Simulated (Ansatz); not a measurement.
**Nudged elastic band run: W₉C₈**

Input:

```yaml
crystal:
  lattice:
    - [5.71026, 0.0, 0.0]
    - [-2.85513, 4.94523, 0.0]
    - [0.0, 0.0, 16.20453]
  atoms:
    - { symbol: W, position: [0.0, 0.0, 0.0617111] }
    - { symbol: C, position: [0.33174522, 0.16587235, 0.14458755] }
    - { symbol: W, position: [1.6e-07, 7.59e-06, 0.23825474] }
    - { symbol: C, position: [0.33125769, 0.16564264, 0.31856992] }
    - { symbol: W, position: [0.0, 0.5, 0.0617111] }
    - { symbol: C, position: [0.33333321, 0.66666255, 0.14304629] }
    - { symbol: W, position: [0.00654318, 0.50327712, 0.23519703] }
    - { symbol: C, position: [0.33333416, 0.66668431, 0.3094446] }
    - { symbol: W, position: [0.5, 0.0, 0.0617111] }
    - { symbol: C, position: [0.83412716, 0.16587252, 0.14458671] }
    - { symbol: W, position: [0.4967323, -0.00653006, 0.23519689] }
    - { symbol: C, position: [0.83437201, 0.16564241, 0.31856811] }
    - { symbol: W, position: [0.5, 0.5, 0.0617111] }
    - { symbol: C, position: [0.83412763, 0.66825497, 0.14458853] }
    - { symbol: W, position: [0.49672565, 0.50328007, 0.23519722] }
    - { symbol: C, position: [0.83437144, 0.66875602, 0.31857201] }
    - { symbol: W, position: [0.66666654, 0.33333508, 0.3761051] }
basis:
  ecutwfc: 420.0
kpoints:
  mp_grid: { grid: [5, 5, 1] }
hamiltonian:
  xc: pbesol
  pseudopotentials: { kind: paw, azcp: { folder: soft_1 } }
scf:
  occupations: { method: fermi_dirac, width: 0.15 }
  lower_state_search: "off"
neb:
  images: 5
  f_tol: 0.05
  initial_path: idpp
  max_iterations: 25
  optimiser: lbfgs
  constraints: [{ sites: [0, 4, 8, 12] }]
  final_atoms:
    - { symbol: W, position: [0.0, 0.0, 0.0617111] }
    - { symbol: C, position: [0.33412716, 0.16587252, 0.14458671] }
    - { symbol: W, position: [-0.0032677, -0.00653006, 0.23519689] }
    - { symbol: C, position: [0.33437201, 0.16564241, 0.31856811] }
    - { symbol: W, position: [0.0, 0.5, 0.0617111] }
    - { symbol: C, position: [0.33412763, 0.66825497, 0.14458853] }
    - { symbol: W, position: [-0.00327435, 0.50328007, 0.23519722] }
    - { symbol: C, position: [0.33437144, 0.66875602, 0.31857201] }
    - { symbol: W, position: [0.5, 0.0, 0.0617111] }
    - { symbol: C, position: [0.83174522, 0.16587235, 0.14458755] }
    - { symbol: W, position: [0.50000016, 7.59e-06, 0.23825474] }
    - { symbol: C, position: [0.83125769, 0.16564264, 0.31856992] }
    - { symbol: W, position: [0.5, 0.5, 0.0617111] }
    - { symbol: C, position: [0.83333321, 0.66666255, 0.14304629] }
    - { symbol: W, position: [0.50654318, 0.50327712, 0.23519703] }
    - { symbol: C, position: [0.83333416, 0.66668431, 0.3094446] }
    - { symbol: W, position: [1.16666654, 0.33333508, 0.3761051] }
  order_check: true
```

Command:

```bash
$ ansatz run input.yaml --threads 4 --pin off --max-ram 10240MiB --backend cpu --events-out ev --progress --plain --runs-dir out
```

Output, in part (warnings, iteration lines):

```
NEB end point (image 0): max|allowed force component| = 9.102e-3 eV/Å (the criterion of neb.relax_end_points is 1.000e-2)
NEB end point (image 6): max|allowed force component| = 9.099e-3 eV/Å (the criterion of neb.relax_end_points is 1.000e-2)
NEB iter   1: max|band force component| = 4.003e0 eV/Å  barrier→ = 6.7187 eV  barrier← = 6.7187 eV  Δτ_max = 0.0667 Å  (101 SCF iters)
NEB iter   2: max|band force component| = 3.708e0 eV/Å  barrier→ = 6.1752 eV  barrier← = 6.1752 eV  Δτ_max = 0.2000 Å  (45 SCF iters)
NEB iter   3: max|band force component| = 4.650e0 eV/Å  barrier→ = 4.8120 eV  barrier← = 4.8120 eV  Δτ_max = 0.0708 Å  (52 SCF iters)
NEB iter   4: max|band force component| = 4.410e0 eV/Å  barrier→ = 4.2704 eV  barrier← = 4.2704 eV  Δτ_max = 0.2000 Å  (43 SCF iters)
NEB iter   5: max|band force component| = 3.611e0 eV/Å  barrier→ = 3.2392 eV  barrier← = 3.2392 eV  Δτ_max = 0.2000 Å  (46 SCF iters)
NEB iter   6: max|band force component| = 1.834e0 eV/Å  barrier→ = 3.1278 eV  barrier← = 3.1278 eV  Δτ_max = 0.0705 Å  (46 SCF iters)
NEB iter   7: max|band force component| = 1.098e0 eV/Å  barrier→ = 2.9412 eV  barrier← = 2.9412 eV  Δτ_max = 0.0519 Å  (42 SCF iters)
NEB iter   8: max|band force component| = 6.444e-1 eV/Å  barrier→ = 2.8598 eV  barrier← = 2.8598 eV  Δτ_max = 0.0549 Å  (42 SCF iters)
NEB iter   9: max|band force component| = 8.790e-1 eV/Å  barrier→ = 2.8274 eV  barrier← = 2.8274 eV  Δτ_max = 0.0126 Å  (42 SCF iters)
NEB iter  10: max|band force component| = 2.434e-1 eV/Å  barrier→ = 2.8179 eV  barrier← = 2.8179 eV  CI = image 4  Δτ_max = 0.0044 Å  (36 SCF iters)
NEB iter  11: max|band force component| = 2.182e-1 eV/Å  barrier→ = 2.8159 eV  barrier← = 2.8159 eV  CI = image 4  Δτ_max = 0.0260 Å  (32 SCF iters)
NEB iter  12: max|band force component| = 2.841e-1 eV/Å  barrier→ = 2.8083 eV  barrier← = 2.8083 eV  CI = image 4  Δτ_max = 0.0046 Å  (40 SCF iters)
NEB iter  13: max|band force component| = 1.760e-1 eV/Å  barrier→ = 2.8066 eV  barrier← = 2.8066 eV  CI = image 4  Δτ_max = 0.0090 Å  (28 SCF iters)
NEB iter  14: max|band force component| = 1.989e-1 eV/Å  barrier→ = 2.8042 eV  barrier← = 2.8042 eV  CI = image 4  Δτ_max = 0.0033 Å  (32 SCF iters)
NEB iter  15: max|band force component| = 1.543e-1 eV/Å  barrier→ = 2.8034 eV  barrier← = 2.8034 eV  CI = image 4  Δτ_max = 0.0115 Å  (26 SCF iters)
NEB iter  16: max|band force component| = 2.689e-1 eV/Å  barrier→ = 2.8010 eV  barrier← = 2.8010 eV  CI = image 4  Δτ_max = 0.0047 Å  (33 SCF iters)
NEB iter  17: max|band force component| = 1.191e-1 eV/Å  barrier→ = 2.8003 eV  barrier← = 2.8003 eV  CI = image 4  Δτ_max = 0.0043 Å  (27 SCF iters)
NEB iter  18: max|band force component| = 1.554e-1 eV/Å  barrier→ = 2.7993 eV  barrier← = 2.7993 eV  CI = image 4  Δτ_max = 0.0030 Å  (28 SCF iters)
NEB iter  19: max|band force component| = 1.247e-1 eV/Å  barrier→ = 2.7988 eV  barrier← = 2.7988 eV  CI = image 4  Δτ_max = 0.0077 Å  (26 SCF iters)
NEB iter  20: max|band force component| = 2.884e-1 eV/Å  barrier→ = 2.7973 eV  barrier← = 2.7973 eV  CI = image 4  Δτ_max = 0.0043 Å  (30 SCF iters)
NEB iter  21: max|band force component| = 1.074e-1 eV/Å  barrier→ = 2.7968 eV  barrier← = 2.7968 eV  CI = image 4  Δτ_max = 0.0029 Å  (27 SCF iters)
NEB iter  22: max|band force component| = 1.338e-1 eV/Å  barrier→ = 2.7962 eV  barrier← = 2.7962 eV  CI = image 4  Δτ_max = 0.0026 Å  (27 SCF iters)
NEB iter  23: max|band force component| = 1.092e-1 eV/Å  barrier→ = 2.7958 eV  barrier← = 2.7958 eV  CI = image 4  Δτ_max = 0.0075 Å  (25 SCF iters)
NEB iter  24: max|band force component| = 2.885e-1 eV/Å  barrier→ = 2.7946 eV  barrier← = 2.7946 eV  CI = image 4  Δτ_max = 0.0041 Å  (30 SCF iters)
NEB iter  25: max|band force component| = 9.592e-2 eV/Å  barrier→ = 2.7942 eV  barrier← = 2.7942 eV  CI = image 4  Δτ_max = 0.0024 Å  (26 SCF iters)
Error: NEB band did not converge after 25 iterations: max|band force component| = 9.59e-2 eV/Å (threshold 5.0e-2); raise `neb.max_iterations` in a new run, which can start from the last band evaluated (`neb.initial_path`, with `crystal.atoms` and `neb.final_atoms` set to its first and last images), …
```

It did not converge within its limit. The band didn't meet its force threshold, so its energies are provisional: the largest band force was still 0.10 eV/Å, and over the last iterations the top stayed at 2.80 eV. Limits of this set-up: coarse k mesh, thin slab, slab without dipole correction, PAW files made for another functional, a typed lattice constant that wasn't relaxed here.

Final band (atoms are numbered from 1 in the order of the input):

| image | path coordinate (Å) | energy (eV) | W11–W17 (Å) | C16–W17 (Å) | W3–W17 (Å) |
| --- | --- | --- | --- | --- | --- |
| 0 | 0.00 | 0.00 | 2.84 | 1.90 | 3.98 |
| 1 | 0.62 | 1.44 | 3.00 | 1.86 | 3.86 |
| 2 | 1.25 | 2.76 | 3.35 | 1.86 | 3.80 |
| 3 | 1.92 | 2.05 | 3.73 | 1.93 | 3.70 |
| 4 | 2.59 | 2.79 | 3.81 | 2.32 | 3.29 |
| 5 | 3.18 | 1.24 | 3.87 | 2.92 | 2.98 |
| 6 | 3.76 | 0.00 | 3.98 | 3.47 | 2.84 |

Time of the run: 45 min on 4 threads of Arm Neoverse V2, on a shared host, peak memory 3.6 GiB.
